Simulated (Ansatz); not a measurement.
# HfO2 (Fm-3m): compression over a wide range

How does HfO2 (Fm-3m) respond to strong compression and slight expansion?

Program: Ansatz 0.2.0. Level of theory: DFT PBEsol, scalar-relativistic, plane waves, PAW. These are calculated values, not measurements.

## 1. The starting structure

The structure is cubic, space group Fm-3m (No. 225). The conventional cell has a = 5.044 Å, b = 5.044 Å, c = 5.044 Å, α = 90.00°, β = 90.00°, γ = 90.00°. Around Hf (site symmetry m-3m) lie 8 O at 2.18 Å. O (site symmetry -43m) has 4 Hf at 2.18 Å as nearest neighbours.

As a file:

```cif
data_structure
_symmetry_space_group_name_H-M 'P 1'
_symmetry_Int_Tables_number 1
_cell_length_a 3.5663
_cell_length_b 3.5663
_cell_length_c 3.5663
_cell_angle_alpha 60.000
_cell_angle_beta 60.000
_cell_angle_gamma 60.000
_cell_volume 32.07
loop_
_atom_site_label
_atom_site_type_symbol
_atom_site_fract_x
_atom_site_fract_y
_atom_site_fract_z
_atom_site_occupancy
Hf1 Hf 0.00000 0.00000 0.00000 1
O1 O 0.25000 0.25000 0.25000 1
O2 O 0.75000 0.75000 0.75000 1
```

An earlier run at PBEsol left this cell at 10.691 Å³/atom and 0.04 GPa (8×8×8 mesh).

## 2. Volume × 0.96

input.yaml reads:

```yaml
crystal:
  lattice:
    - [0.0, 2.487674199, 2.487674199]
    - [2.487674199, 0.0, 2.487674199]
    - [2.487674199, 2.487674199, 0.0]
  atoms:
    - { symbol: Hf, position: [0.0, 0.0, 0.0] }
    - { symbol: O, position: [0.25, 0.25, 0.25] }
    - { symbol: O, position: [0.75, 0.75, 0.75] }
basis:
  ecutwfc: 420
  ecutrho_ratio: 4
kpoints:
  mp_grid: { grid: [8, 8, 8] }
hamiltonian:
  xc: pbesol
scf:
  occupations: { method: gaussian, width: 0.05 }
output:
  forces: true
  stress: true
  eigenvalues: true
```

On the command line:

```
$ ansatz run input.yaml --threads 1 --pin off --max-ram 2560MiB --backend cpu --events-out ev --progress --plain --runs-dir out
```

Output, cut to the lines that bear on the results:

```text
Warning: RAYON_NUM_THREADS=1 ignored (pool sized by the plan → 1); use --threads N
[...]
Pseudopotentials: kind: paw
Pseudopotential: Hf, paw, valence charge 26, recommended cutoff 420 eV (normal), Hf.paw.azcp
Pseudopotential: O, paw, valence charge 6, recommended cutoff 420 eV (normal), O.paw.azcp
Functional definition: PBEsol
[...]
Crystal: 3 atoms, lattice volume = 30.790 Å³
Basis set: ecut = 420 eV, 609 PW (Γ), exchange–correlation on 48×48×48 points (8 copies of the dense FFT grid, shifted against one another)
Bands: 23, of which v1, the nominal top of the filled ones, is band 19 counted from 1 (18 counted from 0)
Symmetry: 48 space group operations
Space group: Fm-3m (ITA 225), of the structure as read, at distance tolerance 3.1e-5 Å
k-points: 29 of 512
[...]
SCF iter   1: F=—  HF=-16725.045664 eV  |F-HF|=—  |Δ(HF+E_count)|=         —  Δρ=1.73e-2  dr2=6.98e-2  ethr=1.77e-3  ⟨swp⟩=4.9  Hψ=2482  notcnv=0
[...]
SCF iter   6: F=-16725.027347 eV  HF=-16725.027347 eV  |F-HF|=4.07e-9  |Δ(HF+E_count)|=   1.45e-6  Δρ=7.30e-6  dr2=6.62e-9  ethr=2.63e-10  ⟨swp⟩=6.0  Hψ=3231  notcnv=0
[...]
SCF converged after 6 iterations
Free energy (F): -16725.027347 eV
[...]
E sigma→0 (E₀):  -16725.027347 eV
Fermi energy:    18.984841 eV
[...]
--- Forces (eV/Å), atoms counted from 1 ---
  atom   1  Hf    -0.00000000     0.00000000     0.00000000
  atom   2  O      0.00000000    -0.00000000    -0.00000000
  atom   3  O      0.00000000     0.00000000     0.00000000
[...]
--- Stress (GPa, compression-positive) ---
       11.809727       0.000000      -0.000000
        0.000000      11.809727      -0.000000
        0.000000      -0.000000      11.809727
  P = ⅓ Tr σ = 11.8097 GPa (118.097 kbar)
--- Band table (eV; the first three rows and the last of 29) ---
  k-point 0: bands = ["-43.6343", "-12.2158", "-12.2158", "-12.2158", "-2.0111", "1.1651", "6.4924", "6.4924", "6.4924", "6.5744", "6.5744", "6.5744", "6.8187", "11.2657", "11.2657", "11.2657", "16.4375", "16.4375", "16.4375", "20.9764", "20.9764", "23.1186", "28.2209"]
[...]
```

Run time: 0.92 s. Hardware: 1 thread of Intel Xeon 6975P-C (Granite Rapids), shared host; peak memory 0.36 GiB.

This gives: volume 10.263 Å³/atom, pressure 11.81 GPa, gap on the mesh 3.78 eV.

## 3. Volume × 1.04

Changes to input.yaml since step 2:

```diff
@@ -2,5 +2,5 @@
   lattice:
-    - [0.0, 2.487674199, 2.487674199]
-    - [2.487674199, 0.0, 2.487674199]
-    - [2.487674199, 2.487674199, 0.0]
+    - [0.0, 2.5549409706, 2.5549409706]
+    - [2.5549409706, 0.0, 2.5549409706]
+    - [2.5549409706, 2.5549409706, 0.0]
   atoms:
```

On the command line:

```
$ ansatz run input.yaml --threads 1 --pin off --max-ram 2560MiB --backend cpu --events-out ev --progress --plain --runs-dir out
```

Output, cut to the lines that bear on the results:

```text
Warning: RAYON_NUM_THREADS=1 ignored (pool sized by the plan → 1); use --threads N
[...]
[... 4 set-up lines as earlier in the session ...]
[...]
Crystal: 3 atoms, lattice volume = 33.356 Å³
Basis set: ecut = 420 eV, 645 PW (Γ), exchange–correlation on 50×50×50 points (8 copies of the dense FFT grid, shifted against one another)
Bands: 23, of which v1, the nominal top of the filled ones, is band 19 counted from 1 (18 counted from 0)
[... 1 set-up line as earlier in the session ...]
Space group: Fm-3m (ITA 225), of the structure as read, at distance tolerance 3.2e-5 Å
k-points: 29 of 512
[...]
SCF iter   1: F=—  HF=-16725.053069 eV  |F-HF|=—  |Δ(HF+E_count)|=         —  Δρ=1.68e-2  dr2=7.62e-2  ethr=1.77e-3  ⟨swp⟩=4.6  Hψ=2432  notcnv=0
[...]
SCF iter   6: F=-16725.034151 eV  HF=-16725.034151 eV  |F-HF|=5.18e-9  |Δ(HF+E_count)|=   2.62e-6  Δρ=7.85e-6  dr2=1.04e-8  ethr=2.63e-10  ⟨swp⟩=3.4  Hψ=2946  notcnv=0
the search or the solves at the SCF's close seem to have found levels that the self-consistency loop had missed (the run counts 1). By its estimate they hold under 1e-12 electrons; where the run keeps them, the occupations were computed again with them
[...]
SCF converged after 6 iterations
Free energy (F): -16725.034151 eV
[...]
E sigma→0 (E₀):  -16725.034151 eV
Fermi energy:    17.231325 eV
[...]
--- Forces (eV/Å), atoms counted from 1 ---
  atom   1  Hf    -0.00000000     0.00000000     0.00000000
  atom   2  O      0.00000000     0.00000000    -0.00000000
  atom   3  O      0.00000000     0.00000000    -0.00000000
[...]
--- Stress (GPa, compression-positive) ---
       -9.512500       0.000000       0.000000
       -0.000000      -9.512500       0.000000
        0.000000       0.000000      -9.512500
  P = ⅓ Tr σ = -9.5125 GPa (-95.125 kbar)
--- Band table (eV; the first three rows and the last of 29) ---
[... band rows left out ...]
[...]
```

It took 1.2 s on 1 thread of Intel Xeon 6975P-C (Granite Rapids), shared host; peak memory 0.37 GiB.

In short: volume 11.119 Å³/atom, pressure -9.51 GPa, gap on the mesh 3.60 eV.

## 4. Volume × 0.92

Changes to input.yaml since step 3:

```diff
@@ -2,5 +2,5 @@
   lattice:
-    - [0.0, 2.5549409706, 2.5549409706]
-    - [2.5549409706, 0.0, 2.5549409706]
-    - [2.5549409706, 2.5549409706, 0.0]
+    - [0.0, 2.4526318665, 2.4526318665]
+    - [2.4526318665, 0.0, 2.4526318665]
+    - [2.4526318665, 2.4526318665, 0.0]
   atoms:
```

On the command line:

```
$ ansatz run input.yaml --threads 1 --pin off --max-ram 2560MiB --backend cpu --events-out ev --progress --plain --runs-dir out
```

Output, cut to the lines that bear on the results:

```text
Warning: RAYON_NUM_THREADS=1 ignored (pool sized by the plan → 1); use --threads N
[...]
[... 4 set-up lines as earlier in the session ...]
[...]
Crystal: 3 atoms, lattice volume = 29.507 Å³
Basis set: ecut = 420 eV, 561 PW (Γ), exchange–correlation on 48×48×48 points (8 copies of the dense FFT grid, shifted against one another)
Bands: 23, of which v1, the nominal top of the filled ones, is band 19 counted from 1 (18 counted from 0)
[... 2 set-up lines as earlier in the session ...]
k-points: 29 of 512
[...]
SCF iter   1: F=—  HF=-16724.894777 eV  |F-HF|=—  |Δ(HF+E_count)|=         —  Δρ=1.75e-2  dr2=6.64e-2  ethr=1.77e-3  ⟨swp⟩=4.9  Hψ=2492  notcnv=0
[...]
SCF iter   6: F=-16724.877055 eV  HF=-16724.877055 eV  |F-HF|=3.31e-9  |Δ(HF+E_count)|=   1.12e-6  Δρ=6.20e-6  dr2=6.46e-9  ethr=2.63e-10  ⟨swp⟩=6.1  Hψ=3405  notcnv=0
[...]
SCF converged after 6 iterations
Free energy (F): -16724.877055 eV
[...]
E sigma→0 (E₀):  -16724.877055 eV
Fermi energy:    19.967996 eV
[...]
--- Forces (eV/Å), atoms counted from 1 ---
  atom   1  Hf    -0.00000000    -0.00000000     0.00000000
  atom   2  O      0.00000000     0.00000000    -0.00000000
  atom   3  O      0.00000000     0.00000000     0.00000000
[...]
--- Stress (GPa, compression-positive) ---
       26.338168       0.000000      -0.000000
        0.000000      26.338168      -0.000000
        0.000000       0.000000      26.338168
  P = ⅓ Tr σ = 26.3382 GPa (263.382 kbar)
--- Band table (eV; the first three rows and the last of 29) ---
  k-point 0: bands = ["-42.5183", "-11.1235", "-11.1235", "-11.1235", "-1.3675", "2.0113", "7.6320", "7.6320", "7.6320", "7.7271", "7.7271", "7.7271", "7.9981", "11.9030", "11.9030", "11.9030", "17.3528", "17.3528", "17.3528", "21.9840", "21.9840", "24.3797", "29.7126"]
[...]
```

Wall time 1.1 s (1 thread of Intel Xeon 6975P-C (Granite Rapids), shared host); peak memory 0.35 GiB.

Read off: volume 9.836 Å³/atom, pressure 26.34 GPa, gap on the mesh 3.87 eV.

## 5. Volume × 0.88

Changes to input.yaml since step 4:

```diff
@@ -2,5 +2,5 @@
   lattice:
-    - [0.0, 2.4526318665, 2.4526318665]
-    - [2.4526318665, 0.0, 2.4526318665]
-    - [2.4526318665, 2.4526318665, 0.0]
+    - [0.0, 2.4165585107, 2.4165585107]
+    - [2.4165585107, 0.0, 2.4165585107]
+    - [2.4165585107, 2.4165585107, 0.0]
   atoms:
```

On the command line:

```
$ ansatz run input.yaml --threads 1 --pin off --max-ram 2560MiB --backend cpu --events-out ev --progress --plain --runs-dir out
```

Output, cut to the lines that bear on the results:

```text
Warning: RAYON_NUM_THREADS=1 ignored (pool sized by the plan → 1); use --threads N
[...]
[... 4 set-up lines as earlier in the session ...]
[...]
Crystal: 3 atoms, lattice volume = 28.224 Å³
Basis set: ecut = 420 eV, 537 PW (Γ), exchange–correlation on 48×48×48 points (8 copies of the dense FFT grid, shifted against one another)
Bands: 23, of which v1, the nominal top of the filled ones, is band 19 counted from 1 (18 counted from 0)
[... 1 set-up line as earlier in the session ...]
Space group: Fm-3m (ITA 225), of the structure as read, at distance tolerance 3.0e-5 Å
k-points: 29 of 512
[...]
SCF iter   1: F=—  HF=-16724.613865 eV  |F-HF|=—  |Δ(HF+E_count)|=         —  Δρ=1.79e-2  dr2=6.36e-2  ethr=1.77e-3  ⟨swp⟩=5.3  Hψ=2510  notcnv=0
[...]
SCF iter   6: F=-16724.596546 eV  HF=-16724.596546 eV  |F-HF|=7.53e-10  |Δ(HF+E_count)|=   1.28e-6  Δρ=6.98e-6  dr2=5.76e-9  ethr=2.63e-10  ⟨swp⟩=5.9  Hψ=3180  notcnv=0
[...]
SCF converged after 6 iterations
Free energy (F): -16724.596546 eV
[...]
E sigma→0 (E₀):  -16724.596546 eV
Fermi energy:    21.036491 eV
[...]
--- Forces (eV/Å), atoms counted from 1 ---
  atom   1  Hf    -0.00000000     0.00000000     0.00000000
  atom   2  O      0.00000000    -0.00000000    -0.00000000
  atom   3  O     -0.00000000     0.00000000    -0.00000000
[...]
--- Stress (GPa, compression-positive) ---
       44.301275       0.000000      -0.000000
        0.000000      44.301275      -0.000000
       -0.000000       0.000000      44.301275
  P = ⅓ Tr σ = 44.3013 GPa (443.013 kbar)
--- Band table (eV; the first three rows and the last of 29) ---
  k-point 0: bands = ["-41.3224", "-9.9520", "-9.9520", "-9.9520", "-0.6633", "2.9301", "8.8559", "8.8559", "8.8559", "8.9675", "8.9675", "8.9675", "9.2700", "12.5945", "12.5945", "12.5945", "18.3467", "18.3467", "18.3467", "23.0682", "23.0682", "25.7364", "31.3326"]
[...]
```

It took 1.1 s on 1 thread of Intel Xeon 6975P-C (Granite Rapids), shared host; peak memory 0.35 GiB.

Result: volume 9.408 Å³/atom, pressure 44.30 GPa, gap on the mesh 3.97 eV.

## 6. Volume × 0.84

Changes to input.yaml since step 5:

```diff
@@ -2,5 +2,5 @@
   lattice:
-    - [0.0, 2.4165585107, 2.4165585107]
-    - [2.4165585107, 0.0, 2.4165585107]
-    - [2.4165585107, 2.4165585107, 0.0]
+    - [0.0, 2.3793747739, 2.3793747739]
+    - [2.3793747739, 0.0, 2.3793747739]
+    - [2.3793747739, 2.3793747739, 0.0]
   atoms:
```

On the command line:

```
$ ansatz run input.yaml --threads 1 --pin off --max-ram 2560MiB --backend cpu --events-out ev --progress --plain --runs-dir out
```

Output, cut to the lines that bear on the results:

```text
Warning: RAYON_NUM_THREADS=1 ignored (pool sized by the plan → 1); use --threads N
[...]
[... 4 set-up lines as earlier in the session ...]
[...]
Crystal: 3 atoms, lattice volume = 26.941 Å³
Basis set: ecut = 420 eV, 531 PW (Γ), exchange–correlation on 48×48×48 points (8 copies of the dense FFT grid, shifted against one another)
Bands: 23, of which v1, the nominal top of the filled ones, is band 19 counted from 1 (18 counted from 0)
[... 2 set-up lines as earlier in the session ...]
k-points: 29 of 512
[...]
SCF iter   1: F=—  HF=-16724.172770 eV  |F-HF|=—  |Δ(HF+E_count)|=         —  Δρ=1.84e-2  dr2=6.12e-2  ethr=1.77e-3  ⟨swp⟩=5.4  Hψ=2614  notcnv=0
[...]
SCF iter   6: F=-16724.155794 eV  HF=-16724.155794 eV  |F-HF|=6.02e-9  |Δ(HF+E_count)|=   1.50e-6  Δρ=1.09e-5  dr2=1.77e-8  ethr=2.63e-10  ⟨swp⟩=3.2  Hψ=2955  notcnv=0
[...]
SCF converged after 6 iterations
Free energy (F): -16724.155794 eV
[...]
E sigma→0 (E₀):  -16724.155794 eV
Fermi energy:    22.199553 eV
[...]
--- Forces (eV/Å), atoms counted from 1 ---
  atom   1  Hf    -0.00000000    -0.00000000    -0.00000000
  atom   2  O      0.00000000    -0.00000000     0.00000000
  atom   3  O      0.00000000     0.00000000     0.00000000
[...]
--- Stress (GPa, compression-positive) ---
       66.578156      -0.000000      -0.000000
       -0.000000      66.578156       0.000000
        0.000000      -0.000000      66.578156
  P = ⅓ Tr σ = 66.5782 GPa (665.782 kbar)
--- Band table (eV; the first three rows and the last of 29) ---
  k-point 0: bands = ["-40.0378", "-8.6916", "-8.6916", "-8.6916", "0.1114", "3.9313", "10.1735", "10.1735", "10.1735", "10.3058", "10.3058", "10.3058", "10.6454", "13.3459", "13.3459", "13.3459", "19.4347", "19.4347", "19.4347", "24.2391", "24.2391", "27.1998", "33.0967"]
[...]
```

Wall time 0.88 s (1 thread of Intel Xeon 6975P-C (Granite Rapids), shared host); peak memory 0.35 GiB.

Read off: volume 8.980 Å³/atom, pressure 66.58 GPa, mesh gap 4.06 eV.

## 7. Volume × 0.8

Changes to input.yaml since step 6:

```diff
@@ -2,5 +2,5 @@
   lattice:
-    - [0.0, 2.3793747739, 2.3793747739]
-    - [2.3793747739, 0.0, 2.3793747739]
-    - [2.3793747739, 2.3793747739, 0.0]
+    - [0.0, 2.3409910494, 2.3409910494]
+    - [2.3409910494, 0.0, 2.3409910494]
+    - [2.3409910494, 2.3409910494, 0.0]
   atoms:
```

On the command line:

```
$ ansatz run input.yaml --threads 1 --pin off --max-ram 2560MiB --backend cpu --events-out ev --progress --plain --runs-dir out
```

Output, cut to the lines that bear on the results:

```text
Warning: RAYON_NUM_THREADS=1 ignored (pool sized by the plan → 1); use --threads N
[...]
[... 4 set-up lines as earlier in the session ...]
[...]
Crystal: 3 atoms, lattice volume = 25.658 Å³
Basis set: ecut = 420 eV, 531 PW (Γ), exchange–correlation on 48×48×48 points (8 copies of the dense FFT grid, shifted against one another)
Bands: 23, of which v1, the nominal top of the filled ones, is band 19 counted from 1 (18 counted from 0)
[... 1 set-up line as earlier in the session ...]
Space group: Fm-3m (ITA 225), of the structure as read, at distance tolerance 2.9e-5 Å
k-points: 29 of 512
[...]
SCF iter   1: F=—  HF=-16723.532218 eV  |F-HF|=—  |Δ(HF+E_count)|=         —  Δρ=1.88e-2  dr2=5.83e-2  ethr=1.77e-3  ⟨swp⟩=5.8  Hψ=2808  notcnv=0
[...]
SCF iter   6: F=-16723.515800 eV  HF=-16723.515800 eV  |F-HF|=1.12e-8  |Δ(HF+E_count)|=   2.23e-6  Δρ=1.21e-5  dr2=2.11e-8  ethr=2.63e-10  ⟨swp⟩=4.5  Hψ=3372  notcnv=0
[...]
SCF converged after 6 iterations
Free energy (F): -16723.515800 eV
[...]
E sigma→0 (E₀):  -16723.515800 eV
Fermi energy:    23.450927 eV
[...]
--- Forces (eV/Å), atoms counted from 1 ---
  atom   1  Hf    -0.00000000     0.00000000    -0.00000000
  atom   2  O      0.00000000    -0.00000000     0.00000000
  atom   3  O     -0.00000000     0.00000000     0.00000000
[...]
--- Stress (GPa, compression-positive) ---
       94.305165       0.000000      -0.000000
        0.000000      94.305165      -0.000000
       -0.000000       0.000000      94.305165
  P = ⅓ Tr σ = 94.3052 GPa (943.052 kbar)
--- Band table (eV; the first three rows and the last of 29) ---
  k-point 0: bands = ["-38.6546", "-7.3316", "-7.3316", "-7.3316", "0.9692", "5.0265", "11.5958", "11.5958", "11.5958", "11.7544", "11.7544", "11.7544", "12.1383", "14.1668", "14.1668", "14.1668", "20.6294", "20.6294", "20.6294", "25.5083", "25.5083", "28.7836", "35.0267"]
[...]
```

Run time: 0.88 s. Hardware: 1 thread of Intel Xeon 6975P-C (Granite Rapids), shared host; peak memory 0.35 GiB.

Read off: volume 8.553 Å³/atom, pressure 94.31 GPa, mesh gap 4.12 eV.

## 8. All volumes together

| volume (Å³/atom) | energy above the lowest (meV/atom) | pressure (GPa) | gap on the mesh (eV) | space group |
| --- | --- | --- | --- | --- |
| 8.553 | 519.2 | 94.3 | 4.12 | Fm-3m |
| 8.980 | 305.8 | 66.6 | 4.06 | Fm-3m |
| 9.408 | 158.9 | 44.3 | 3.97 | Fm-3m |
| 9.836 | 65.4 | 26.3 | 3.87 | Fm-3m |
| 10.263 | 15.3 | 11.8 | 3.78 | Fm-3m |
| 10.691 | 0.0 | 0.0 | 3.69 | Fm-3m |
| 11.119 | 13.0 | -9.5 | 3.60 | Fm-3m |

## 9. Outcome

| quantity | value |
| --- | --- |
| range of pressure | -9.5 to 94.3 GPa |
| V0 (fit) | 10.69 Å³/atom |
| B0 (fit) | 265 GPa |
| B0′ (fit) | 4.17 |

What this shows: A third-order Birch-Murnaghan fit follows the points with an rms miss of 0.05 meV/atom. Symmetry fixes shape and sites, so only the volume changes. Other structures may be lower in enthalpy at these pressures. Spin–orbit coupling is left out, though the cell holds Hf; in elements this heavy it can shift levels and gaps by tenths of an eV.
